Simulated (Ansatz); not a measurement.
**HgTe (Coloradoite) under changes of volume**

One of the cells (33.215 Å³/atom); the others are scaled copies at fixed shape and fractional positions:

```xyz
2
Lattice="0.0000 3.2145 3.2145 3.2145 0.0000 3.2145 3.2145 3.2145 0.0000" Properties=species:S:1:pos:R:3 pbc="T T T"
Hg    0.0000    0.0000    0.0000
Te    4.8217    4.8217    4.8217
```

* Program: Ansatz 0.2.0
* Functional: PBE
* Dispersion: D3(BJ)
* Potentials or basis: Ansatz PAW
* Cutoff: 420 eV (not typed: the program's choice for these potentials)
* k mesh: 7 × 7 × 7
* Occupations: fermi-dirac, width 0.05 eV
* Spin: no spin polarisation

```tsv
volume (Å³/atom)	energy over the lowest point (meV/atom)	pressure (GPa)
31.223	?	?
31.887	43.88	4.9
32.551	26.35	3.6
33.215	13.72	2.5
33.880	5.43	1.5
34.544	0.99	0.6
35.208	0.00	-0.1
```

Q: What does the run at 31.223 Å³/atom give?

A: Energy over the lowest point 66.90 meV/atom; pressure 6.3 GPa.

Worked out: A Birch-Murnaghan fit of order 3 (a polynomial in V^(-2/3)) to the other rows has its minimum at 35.08 Å³/atom with B0 = V·E''(V) = 40 GPa and B' = 5.3. It gives 66.92 meV/atom at 31.223 Å³/atom, against the run's 66.90, and -dE/dV = 6.3 GPa, against 6.3.

Energies are extrapolated to zero smearing.

Caveats: pairwise dispersion overbinds metals, which lowers pressure and volume.
